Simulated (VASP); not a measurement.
# GaP (F-43m) in VASP: notebook

The runs below take GaP through relaxation of cell and atoms, with r2SCAN, r2SCAN+rVV10.

All numbers are computed with VASP 6.6.1; they aren't measurements. Logs are shortened: lines on timing, memory, paths and dates and some standing lists are left out, and cuts for length are marked.

## (1) Starting point

It takes space group F-43m (No. 216, cubic). The conventional cell has a = 5.452 Å, b = 5.452 Å, c = 5.452 Å, α = 90.00°, β = 90.00°, γ = 90.00°. Ga (site symmetry -43m) is surrounded by 4 P at 2.36 Å. P (site symmetry -43m) has 4 Ga at 2.36 Å as nearest neighbours.

The cell is a database's computed one.

## (2) Relaxation of cell and atoms, r2SCAN

INCAR reads:

```
  PREC = Accurate
  ENCUT = 600
  EDIFF = 1E-7
  ISMEAR = 0
  SIGMA = 0.02
  LREAL = F
  LASPH = T
  NELM = 100
  ALGO = Normal
  ISIF = 3
  LWAVE = F
  LCHARG = F
  METAGGA = R2SCAN
  LMIXTAU = T
  IBRION = 2
  NSW = 90
  EDIFFG = -0.005
```

KPOINTS reads:

```
regular mesh
0
Gamma
  8 8 8
```

POSCAR reads:

```
GaP
1.0
    0.0000000000      2.7258124900      2.7258124900
    2.7258124900      0.0000000000      2.7258124900
    2.7258124900      2.7258124900      0.0000000000
Ga P
1 1
Direct
    0.0000000000      0.0000000000      0.0000000000
    0.7500000000      0.7500000000      0.7500000000
```

Potentials or basis: VASP PAW PBE potentials, release 64 (Ga_d, P).

Command:

```
> cat potpaw_PBE.64/Ga_d/POTCAR potpaw_PBE.64/P/POTCAR > POTCAR
> mpirun -np 1 vasp_std > vasp.out
```

OUTCAR:

```text
PREC = Accurate
   ENCUT = 600
   EDIFF = 1E-7
   ISMEAR = 0
   LREAL = F
   LASPH = T
   NELM = 100
   ISIF = 3
   METAGGA = R2SCAN
   IBRION = 2
   NSW = 90
   EDIFFG = -0.005

 ion  position               nearest neighbor table
   1  0.000  0.000  0.000-   2 2.36   2 2.36   2 2.36   2 2.36
   2  0.750  0.750  0.750-   1 2.36   1 2.36   1 2.36   1 2.36

  LATTYP: Found a face centered cubic cell.
 ALAT       =     5.4516249800

  Lattice vectors:

 A1 = (   0.0000000000,   2.7258124900,   2.7258124900)
 A2 = (   2.7258124900,   0.0000000000,   2.7258124900)
 A3 = (   2.7258124900,   2.7258124900,   0.0000000000)

Analysis of symmetry for initial positions (statically):
=====================================================================
 Subroutine PRICEL returns:
 Original cell was already a primitive cell.

 Routine SETGRP: Setting up the symmetry group for a
 face centered cubic supercell.

 Subroutine GETGRP returns: Found 24 space group operations
 (whereof 24 operations were pure point group operations)
 out of a pool of 48 trial point group operations.

The static configuration has the point symmetry T_d .

Analysis of symmetry for dynamics (positions and initial velocities):
=====================================================================
 Subroutine PRICEL returns:
 Original cell was already a primitive cell.

 Routine SETGRP: Setting up the symmetry group for a
 face centered cubic supercell.

 Subroutine GETGRP returns: Found 24 space group operations
 (whereof 24 operations were pure point group operations)
 out of a pool of 48 trial point group operations.

The dynamic configuration has the point symmetry T_d .

 Subroutine INISYM returns: Found 24 space group operations
 (whereof 24 operations are pure point group operations),
 and found     1 'primitive' translations

----------------------------------------------------------------------------------------

                                     Primitive cell

  volume of cell :      40.5059

  direct lattice vectors                    reciprocal lattice vectors
     0.000000000  2.725812490  2.725812490    -0.183431546  0.183431546  0.183431546
     2.725812490  0.000000000  2.725812490     0.183431546 -0.183431546  0.183431546
     2.725812490  2.725812490  0.000000000     0.183431546  0.183431546 -0.183431546

  length of vectors
     3.854880992  3.854880992  3.854880992     0.317712758  0.317712758  0.317712758

  position of ions in fractional coordinates (direct lattice)
     0.000000000  0.000000000  0.000000000
     0.750000000  0.750000000  0.750000000

  ion indices of the primitive-cell ions
   primitive index   ion index
                 1           1
                 2           2

----------------------------------------------------------------------------------------

 KPOINTS: regular mesh

Automatic generation of k-mesh.
 Grid dimensions read from file:
 generate k-points for:    8    8    8

 Generating k-lattice:

  Cartesian coordinates                     Fractional coordinates (reciprocal lattice)
    -0.022928943  0.022928943  0.022928943     0.125000000  0.000000000  0.000000000
     0.022928943 -0.022928943  0.022928943     0.000000000  0.125000000  0.000000000
     0.022928943  0.022928943 -0.022928943     0.000000000  0.000000000  0.125000000

  Length of vectors
     0.039714095  0.039714095  0.039714095

  Shift w.r.t. Gamma in fractional coordinates (k-lattice)
     0.000000000  0.000000000  0.000000000

 Subroutine IBZKPT returns following result:
 ===========================================

 Found     29 irreducible k-points:

 Following reciprocal coordinates:
            Coordinates               Weight
  0.000000  0.000000  0.000000      1.000000
  0.125000  0.000000  0.000000      8.000000
  0.250000  0.000000  0.000000      8.000000
  0.375000  0.000000  0.000000      8.000000
  0.500000  0.000000  0.000000      4.000000
  0.125000  0.125000  0.000000      6.000000
[... 16 lines left out ...]
  0.500000  0.250000  0.125000     48.000000
 -0.375000  0.250000  0.125000     24.000000
 [... further k-points ...]
   k-points           NKPTS =     29   k-points in BZ     NKDIM =     29   number of bands    NBANDS=     13
   number of dos      NEDOS =    301   number of ions     NIONS =      2
   total plane-waves  NPLWV =  32768
   dimension x,y,z NGX =    32 NGY =   32 NGZ =   32
   dimension x,y,z NGXF=    64 NGYF=   64 NGZF=   64
   ions per type =               1   1
   NGX,Y,Z   is equivalent  to a cutoff of  13.80, 13.80, 13.80 a.u.
   NGXF,Y,Z  is equivalent  to a cutoff of  27.60, 27.60, 27.60 a.u.
 SYSTEM =  unknown system
   PREC   = accura    normal or accurate (medium, high low for compatibility)
   ISTART =      0    job   : 0-new  1-cont  2-samecut
   ICHARG =      2    charge: 1-file 2-atom 10-const
   ISPIN  =      1    spin polarized calculation?
   LNONCOLLINEAR =      F non collinear calculations
   LSORBIT =      F    spin-orbit coupling
   LASPH  =      T    aspherical Exc in radial PAW
   ENCUT  =  600.0 eV  44.10 Ry    6.64 a.u.   7.70  7.70  7.70*2*pi/ulx,y,z
   NELM   =    100;   NELMIN=  2; NELMDL= -5     # of ELM steps
   EDIFF  = 0.1E-06   stopping-criterion for ELM
   LREAL  =      F    real-space projection
   EDIFFG = -.5E-02   stopping-criterion for IOM
   NSW    =     90    number of steps for IOM
   IBRION =      2    ionic relax: 0-MD 1-quasi-New 2-CG
   NFREE  =      1    steps in history (QN), initial steepest desc. (CG)
   ISIF   =      3    stress and relaxation
   ISYM   =      2    0-nonsym 1-usesym 2-fastsym
   POTIM  = 0.5000    time-step for ionic-motion
   TEBEG  =    0.0;   TEEND  =   0.0 temperature during run
   PSTRESS=    0.0 pullay stress
   NELECT =      18.0000    total number of electrons
   NUPDOWN=      -1.0000    fix difference up-down
   EMIN   =  10.00;   EMAX   =-10.00  energy-range for DOS
   EFERMI =   0.00;   METHOD = LEGACY
   ISMEAR =     0;   SIGMA  =   0.02  broadening in eV -4-tet -1-fermi 0-gaus
   EFERMI_NEDOS =   21; number of points for ismear=-14 and -15
   IALGO  =     38    algorithm
   IMIX   =      4    mixing-type and parameters
     AMIX     =   0.40;   BMIX     =  1.00
     AMIX_MAG =   1.60;   BMIX_MAG =  1.00
  volume/ion in A,a.u.               =      20.25       136.67
  Fermi-wavevector in a.u.,A,eV,Ry     =   1.249280  2.360796 21.234610  1.560700
  Thomas-Fermi vector in A             =   2.383328
   LORBIT       =      0    0 simple, 1 ext, 2 COOP (PROOUT), +10 PAW based schemes
   METAGGA = R2SCAN    functional components
   LHFCALC =     F    Hartree Fock is set to
   AEXX    =    0.0000 exact exchange contribution
   IVDW    =     0    specifies the selected vdW correction
   LEPSILON=     F    determine dielectric tensor
   LRPA    =     F    only Hartree local field effects (RPA)
 conjugate gradient relaxation of ions
 non-spin polarized calculation
 Gauss-broadening in eV      SIGMA  =   0.02
  energy-cutoff  :      600.00
  volume of cell :       40.51
 maximum number of plane-waves:      1366
   NGX = 15   NGY = 15   NGZ = 15

--------------------------------------- Ionic step        1  -------------------------------------------

 number of electron      18.0000003 magnetization

 Free energy of the ion-electron system (eV)
  ---------------------------------------------------
  ext. energy  EPLUGINS =         0.00000000
  ---------------------------------------------------
  free energy    TOTEN  =       -21.46423076 eV

  energy without entropy =      -21.46423076  energy(sigma->0) =      -21.46423076

------------------------ aborting loop because EDIFF is reached ----------------------------------------

  FORCE on cell =-STRESS in cart. coord.  units (eV):
  Direction    XX          YY          ZZ          XY          YZ          ZX
  --------------------------------------------------------------------------------------
  -------------------------------------------------------------------------------------
  Total       -0.0215202     -0.0215202     -0.0215202      0.0000000      0.0000000      0.0000000
  in kB       -0.8512161     -0.8512161     -0.8512161      0.0000000      0.0000000      0.0000000
  external PRESSURE =      -0.8512161 kB  Pullay stress =       0.0000000 kB
[... 57 lines left out ...]
  energy  without entropy=      -21.4642482787  energy(sigma->0) =      -21.46424828

--------------------------------------- Ionic step        3  -------------------------------------------

 number of electron      18.0000003 magnetization

 Free energy of the ion-electron system (eV)
  ---------------------------------------------------
  ext. energy  EPLUGINS =         0.00000000
  ---------------------------------------------------
  free energy    TOTEN  =       -21.46424907 eV

  energy without entropy =      -21.46424907  energy(sigma->0) =      -21.46424907

 E-fermi :   4.5529     XC(G=0): -10.5519

 val. band max:        4.4686605995   @ k =   0.0000   0.0000   0.0000
 cond. band min:       6.3700330750   @ k =   0.3750   0.3750   0.0000
 fundamental gap:      1.9013724755
 Fermi energy:         4.5529429364

 k-point     1 :       0.0000    0.0000    0.0000
  band No.  band energies     occupation
      1     -10.5225      2.00000
      2     -10.5225      2.00000
      3     -10.5225      2.00000
      4     -10.4091      2.00000
      5     -10.4091      2.00000
      6      -8.5576      2.00000
      7       4.4686      2.00000
      8       4.4687      2.00000
      9       4.4687      2.00000
     10       6.8187      0.00000
     11       8.6596      0.00000
     12       8.6597      0.00000
     13       8.6597      0.00000
[... 353 lines left out ...]
 k-point    24 :      -0.3750    0.2500    0.1250
  band No.  band energies     occupation
      1     -10.6233      2.00000
      2     -10.4878      2.00000
      3     -10.4759      2.00000
      4     -10.4146      2.00000
      5     -10.4014      2.00000
      6      -5.9707      2.00000
      7      -2.1489      2.00000
      8       1.1779      2.00000
      9       2.4571      2.00000
     10       8.2953      0.00000
     11       9.1162      0.00000
     12      11.3929      0.00000
     13      12.9077      0.00000

 [... further k-points ...]

------------------------ aborting loop because EDIFF is reached ----------------------------------------

  FORCE on cell =-STRESS in cart. coord.  units (eV):
  Direction    XX          YY          ZZ          XY          YZ          ZX
  --------------------------------------------------------------------------------------
  -------------------------------------------------------------------------------------
  Total        0.0066712      0.0066712      0.0066712      0.0000000     -0.0000000      0.0000000
  in kB        0.2642097      0.2642097      0.2642097      0.0000000     -0.0000000      0.0000000
  external PRESSURE =       0.2642097 kB  Pullay stress =       0.0000000 kB
[... 17 lines left out ...]
  FREE ENERGIE OF THE ION-ELECTRON SYSTEM (eV)
  ---------------------------------------------------
  free  energy   TOTEN  =       -21.4642490742 eV

  energy  without entropy=      -21.4642490742  energy(sigma->0) =      -21.46424907

 reached required accuracy - stopping structural energy minimisation
```

Run time: 67 s. Hardware: 1 thread of Intel Xeon 6975P-C (Granite Rapids), shared host; peak memory 0.2 GiB.

Results:

```
Free energy                            : -21.4642 eV
Relaxed volume                         : 20.23 Å³/atom
Relaxed cell                           : a = 3.853 Å, b = 3.853 Å, c = 3.853 Å, α = 60.00°, β = 60.00°, γ = 60.00°
Space group after relaxing (to 0.05 Å) : F-43m (No. 216)
Energy gained by relaxing              : 0.0 meV/atom
Ionic steps                            : 3
Pressure after relaxing                : 0.0 GPa
Band gap on the k mesh                 : 1.90 eV, indirect (least direct gap 2.35 eV)
```

Final structure:
```
Ga P
1.0
     0.00000    2.72466    2.72466
     2.72466    0.00000    2.72466
     2.72466    2.72466    0.00000
Ga P
1 1
Cartesian
  0.0000 0.0000 0.0000
  4.0870 4.0870 4.0870
```

Caveat: the PAW data sets were made with another functional, which shifts forces and pressure a little. r2SCAN opens gaps a little over a GGA but as a rule still falls short of measured ones.

## (3) Relaxation of cell and atoms, r2SCAN+rVV10

INCAR: that of step 2 with these lines changed.

```diff
@@ -14,2 +14,6 @@
   LMIXTAU = T
+  LUSE_VDW = T
+  IVDW_NL = 2
+  BPARAM = 11.95
+  CPARAM = 0.0093
   IBRION = 2
```

KPOINTS is that of step 2.

POSCAR is that of step 2.

Potentials or basis: VASP PAW PBE potentials, release 64 (Ga_d, P).

Command:

```
> cat potpaw_PBE.64/Ga_d/POTCAR potpaw_PBE.64/P/POTCAR > POTCAR
> mpirun -np 1 vasp_std > vasp.out
```

Run time: 3.5 min. Hardware: 1 thread of Intel Xeon 6975P-C (Granite Rapids), shared host; peak memory 0.33 GiB.

It converged, with:

- Free energy: -20.9508 eV
- Relaxed volume: 20.07 Å³/atom
- Relaxed cell: a = 3.843 Å, b = 3.843 Å, c = 3.843 Å, α = 60.00°, β = 60.00°, γ = 60.00°
- Space group after relaxing (to 0.05 Å): F-43m (No. 216)
- Energy gained by relaxing: 0.5 meV/atom
- Ionic steps: 4
- Pressure after relaxing: 0.0 GPa
- Band gap on the k mesh: 1.84 eV, indirect (least direct gap 2.40 eV)

The path:
| step | energy change (eV) | largest force (eV/Å) | pressure (GPa) | volume (Å³) |
| --- | --- | --- | --- | --- |
| 1 | 0.0000 | 0.0000 | -0.83 | 40.51 |
| 2 | -0.0007 | 0.0000 | 0.55 | 39.89 |
| 3 | -0.0010 | 0.0000 | 0.04 | 40.12 |
| 4 | -0.0010 | 0.0000 | -0.03 | 40.14 |

Final structure:
```
CELL_PARAMETERS angstrom
0.00000 2.71748 2.71748
2.71748 0.00000 2.71748
2.71748 2.71748 0.00000
ATOMIC_POSITIONS crystal
Ga 0.00000 0.00000 0.00000
P 0.75000 0.75000 0.75000
```

Levels at points of the mesh, in eV from the valence-band top:
```
           k point  band 6  band 7  band 8  band 9  band 10  band 11  band 12  band 13
(0.00, 0.00, 0.00)  -13.10    0.00    0.00    0.00     2.40     4.17     4.17     4.17
(0.50, 0.00, 0.00)  -10.90   -6.91   -1.18   -1.18     2.04     5.03     5.03     8.77
(0.50, 0.50, 0.00)   -9.95   -7.01   -2.84   -2.84     1.84     2.06    11.42    11.42
```

Caveat: the PAW data sets were made with another functional, which shifts forces and pressure a little. A k mesh can miss the band edges.
